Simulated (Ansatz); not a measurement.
The cell is COD entry 9008790, as deposited and not checked against the literature; nothing was relaxed.

An input for CsI: DFT, LDA, PAW with Ansatz's default frozen-core files, scalar-relativistic (Ansatz 0.2.0). The PAW files were made with PBE; their cores are remade for this functional.

Command: `ansatz run input.yaml --threads 1 --pin off --max-ram 3072MiB --backend cpu --events-out ev --progress --plain --runs-dir out` The run took 12 s on 1 thread of Arm Neoverse V2 (shared host), peak memory 0.41 GiB.

```yaml
crystal:
  lattice:
    - [4.5667, 0.0, 0.0]
    - [0.0, 4.5667, 0.0]
    - [0.0, 0.0, 4.5667]
  atoms:
    - { symbol: Cs, position: [0.0, 0.0, 0.0] }
    - { symbol: I, position: [0.5, 0.5, 0.5] }
kpoints:
  mp_grid: { grid: [7, 7, 7] }
  band_path:
    path:
      - [0.0, 0.0, 0.0]
      - [0.0, 0.5, 0.0]
      - [0.5, 0.5, 0.0]
      - [0.0, 0.0, 0.0]
      - [0.5, 0.5, 0.5]
      - [0.0, 0.5, 0.0]
      - [0.5, 0.5, 0.5]
      - [0.5, 0.5, 0.0]
    npoints: 14
scf:
  occupations: { method: fermi_dirac, width: 0.01 }
hamiltonian:
  xc: lda
  pseudopotentials: { kind: paw }
output:
  forces: true
  stress: true
  eigenvalues: true
  efg: { contact_densities: true }
  populations: true
  bader: true
  dos: { projected: true, de: 0.2, e_range: [-14, 8] }
  write_density: true
  write_potential: true
  elf: true
  volumetric_format: npy
```

Set-up and iterations as logged by Ansatz (the results part is left out, to be predicted):

```
Engine: ansatz 0.2.0
Pseudopotentials: kind: paw
Pseudopotential: Cs, paw, valence charge 9, recommended cutoff 420 eV (normal)
Pseudopotential: I, paw, valence charge 17, recommended cutoff 420 eV (normal)
Functional definition: SPW92
  exchange = slater_x
  correlation = pw_c
Crystal: 2 atoms, lattice volume = 95.237 Å³
Basis set: ecut = 420 eV, 1863 PW (Γ)
Bands: 17, of which v1, the nominal top of the filled ones, is band 13 counted from 1 (12 counted from 0)
Symmetry: 48 space group operations
Space group: Pm-3m (ITA 221), of the structure as read, at distance tolerance 4.6e-5 Å
k-points: 20 of 343
Non-local potential: Cs, projectors of the file, l = 0: 3, l = 1: 2, l = 2: 2, l = 3: 2
Non-local potential: I, projectors of the file, l = 0: 2, l = 1: 2, l = 2: 2, l = 3: 2
PAW form: soft (Blöchl's): semilocal exchange-correlation on the pseudo side does not see the compensation charge
PAW frozen core: Cs, regenerated for the run's functional, and the local potential with it (the file was generated under x = pbe(κ = 0.804, μ = 0.2195149727645171), c = pbe(β = 0.06672455060314922))
PAW frozen core: I, regenerated for the run's functional, and the local potential with it (the file was generated under x = pbe(κ = 0.804, μ = 0.2195149727645171), c = pbe(β = 0.06672455060314922))
PAW one-centre angular grid: Cs, 194 points (default); XC on 64 Gauss nodes
PAW one-centre angular grid: I, 590 points (default); XC on 64 Gauss nodes
Initial density: superposition of atomic densities (neutral atoms: chi_scale 0, normalization atom), corrected by the library's trained network
Initial wavefunctions: pseudopotential atomic-orbital guess
Functional: x = slater, c = lda
SCF iter   1: F=—  HF=-12863.856112 eV  |F-HF|=—  |Δ(HF+E_count)|=         —  Δρ=3.60e-3  dr2=7.04e-3  ethr=1.77e-3  ⟨swp⟩=9.2  Hψ=2050  notcnv=0
SCF iter   2: F=—  HF=-12863.855357 eV  |F-HF|=—  |Δ(HF+E_count)|=   7.55e-4  Δρ=1.94e-3  dr2=2.20e-3  ethr=2.71e-5  ⟨swp⟩=3.5  Hψ=764  notcnv=0
SCF iter   3: F=—  HF=-12863.855322 eV  |F-HF|=—  |Δ(HF+E_count)|=   3.46e-5  Δρ=1.95e-4  dr2=5.06e-5  ethr=8.46e-6  ⟨swp⟩=2.8  Hψ=483  notcnv=0
SCF iter   4: F=—  HF=-12863.855344 eV  |F-HF|=—  |Δ(HF+E_count)|=   2.21e-5  Δρ=5.76e-5  dr2=3.91e-6  ethr=1.95e-7  ⟨swp⟩=2.0  Hψ=441  notcnv=0
SCF iter   5: F=—  HF=-12863.855345 eV  |F-HF|=—  |Δ(HF+E_count)|=   1.58e-7  Δρ=1.11e-5  dr2=1.45e-7  ethr=1.50e-8  ⟨swp⟩=2.5  Hψ=605  notcnv=0
SCF iter   6: F=-12863.855345 eV  HF=-12863.855345 eV  |F-HF|=6.73e-9  |Δ(HF+E_count)|=   9.39e-8  Δρ=2.31e-6  dr2=6.04e-9  ethr=3.85e-10  ⟨swp⟩=10.2  Hψ=2304  notcnv=0
```

**Question.** What pressure will this run report?

**Answer.** -1.41 GPa (positive in compression).

**Question.** Is there a band gap?

**Answer.** 3.53 eV, indirect from M (0.5, 0.5, 0) to Γ.
